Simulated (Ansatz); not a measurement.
# Te: the band gap up the ladder of functionals

Aim: see whether the known phase of Te (P3_121) with 3 atoms a cell has a gap and how its size depends on the level of theory: PBE, r2SCAN, HSE06, PBE+SOC, PBE0, LDA, G0W0, DDH-PBE0, HSE06+SOC, r2SCANh, LC-ωPBE.

The COD entry's cell or inner coordinates are ideal or old and differ from later refinements, so a difference from it is no clean test against experiment.

Program: Ansatz 0.2.0. PAW datasets, plane waves. Spin-unpolarised throughout; all numbers are computed.

### Step 1. The system as given

The cell was relaxed beforehand with r2SCAN+rVV10.

Space group P3_121 (No. 152), trigonal; a = 4.471 Å, c = 5.949 Å in the conventional setting, 34.33 Å³ an atom. Te has 2 Te at 2.85 Å.

Structure file:

```cif
data_structure
_symmetry_space_group_name_H-M 'P3_121'
_symmetry_Int_Tables_number 152
_cell_length_a 4.4710
_cell_length_b 4.4710
_cell_length_c 5.9490
_cell_angle_alpha 90.000
_cell_angle_beta 90.000
_cell_angle_gamma 120.000
_cell_volume 102.99
loop_
_atom_site_label
_atom_site_type_symbol
_atom_site_symmetry_multiplicity
_atom_site_Wyckoff_symbol
_atom_site_fract_x
_atom_site_fract_y
_atom_site_fract_z
_atom_site_occupancy
Te1 Te 3 a 0.26420 0.00000 0.33333 1
```

### Step 2. PBE band path

input.yaml reads:

```yaml
crystal:
  lattice:
    - [4.4710056865, 0.0, 0.0]
    - [-2.2355028432, 3.872004505, 0.0]
    - [0.0, 0.0, 5.9489928227]
  atoms:
    - { symbol: Te, position: [0.2641987639, 0.0, 0.3333333333] }
    - { symbol: Te, position: [0.0, 0.2641987639, 0.6666666667] }
    - { symbol: Te, position: [0.7358012361, 0.7358012361, 0.0] }
kpoints:
  mp_grid: { grid: [6, 6, 4] }
  band_path:
    path:
      - [[0.0, 0.0, 0.0], [0.5, -2.010561063156e-17, -3.636564333505e-33], [0.3333333333333, 0.3333333333333, -3.751581819115e-33], [0.0, 0.0, 0.0], [3.730443179829e-50, -4.612098110309e-50, 0.5], [0.5, -2.010561063156e-17, 0.5], [0.3333333333333, 0.3333333333333, 0.5], [3.730443179829e-50, -4.612098110309e-50, 0.5]]
      - [[0.5, -2.010561063156e-17, 0.5], [0.5, -2.010561063156e-17, -3.636564333505e-33]]
      - [[0.3333333333333, 0.3333333333333, 0.5], [0.3333333333333, 0.3333333333333, -3.751581819115e-33]]
    npoints: 10
hamiltonian:
  xc: pbe
scf:
  occupations: { method: fermi_dirac, width: 0.02 }
  n_extra_bands: 4
output:
  forces: true
  stress: true
  eigenvalues: true
```

Launch:

```
ansatz run input.yaml --threads 4 --pin off --max-ram 9216MiB --backend cpu --events-out ev --progress --plain --runs-dir out
```

The runs that follow: r2SCAN; Single point with HSE06; PBE+SOC at the same geometry; Single point with PBE0; LDA at the same geometry; G0W0 on PBE; G0W0 on PBE; Single point with DDH-PBE0; HSE06+SOC at the same geometry; r2SCANh; Single point with LC-ωPBE.

**Question.** What will these runs give? Wanted: for each run, gap; kind; from PBE.

The runs gave:

| level | gap (eV) | kind | from PBE (eV) |
| --- | --- | --- | --- |
| PBE | 0.17 | (0.33, 0.33, 0.45) to H | 0 |
| r2SCAN | 0.33 | (0.33, 0.33, 0.47) to H | +0.16 |
| HSE06 | 0.60 | (0.33, 0.33, 0.47) to H | +0.43 |
| PBE+SOC | -0.01 | overlap | -0.18 |
| PBE0 | 1.14 | (0.33, 0.33, 0.47) to H | +0.97 |
| LDA | 0.09 | (0.33, 0.33, 0.47) to H | -0.08 |
| G0W0@PBE (307 empty bands) | 0.40 | PBE path plus shift | +0.23 |
| DDH-PBE0 | 0.24 | (0.33, 0.33, 0.47) to H | +0.07 |
| HSE06+SOC | 0.37 | (0.33, 0.33, 0.47) to H | +0.20 |
| r2SCANh | 0.68 | (0.33, 0.33, 0.47) to H | +0.51 |
| LC-ωPBE | 4.58 | direct, H, mesh only | +4.41 |

Meshes: PBE 6×6×4, r2SCAN 6×6×4, HSE06 6×6×4, PBE+SOC 6×6×4, PBE0 6×6×4, LDA 6×6×4, DDH-PBE0 6×6×4, HSE06+SOC 6×6×2, r2SCANh 6×6×4, LC-ωPBE 6×6×4. Gaps marked «mesh only» don't see the path that PBE's does.

In words: PBE+SOC gives the least gap, -0.01 eV, and LC-ωPBE the largest, 4.58 eV. PBE reaches 42 % of the G0W0@PBE value, and r2SCAN 83 %. PBE0 lies 0.54 eV above HSE06, which differs from it by screening the long-range exchange. Spin-orbit coupling changes the PBE gap by -0.18 eV, and the other levels here lack it unless marked. G0W0 values are finite-basis, finite-mesh values. All values are for fixed nuclei; lattice motion, which mostly narrows measured gaps, is not included.
